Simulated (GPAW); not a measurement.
Crystal: MnO.

```
Mn O
1.0
     0.00000    2.22391    2.22391
     2.22391    0.00000    2.22391
     2.22391    2.22391    0.00000
Mn O
1 1
Direct
  0.00000 0.00000 0.00000
  0.50000 0.50000 0.50000
```

The cell is a database's computed one.

Base run:

| Item | Value |
| --- | --- |
| Program | GPAW 26.7.0 |
| Functional | PBEsol |
| Potentials or basis | PAW data sets generated in the run's folder for this functional |
| Cutoff | 800 eV |
| Basis | pw |
| k mesh | 10 × 10 × 10 |
| Occupations | fermi-dirac, width 0.05 eV |
| Spin | collinear spin, ferromagnetic start |
| Starting moments | [4.0, 0.0] μB |
| Hubbard terms | Mn d U = 6 eV |

Its results: pressure 4.9 GPa; net moment 5.00 μB per cell; site moments Mn +4.57; O +0.10 μB.

The run is repeated on the same cell with these changes: hubbard terms from Mn d U = 6 eV to Mn d U = 4 eV. What comes out?

Pressure 3.5 GPa; net moment 5.00 μB per cell; site moments Mn +4.52; O +0.13 μB.

Caveats: a cell with one magnetic atom can't hold antiferromagnetic order, which such compounds often take.
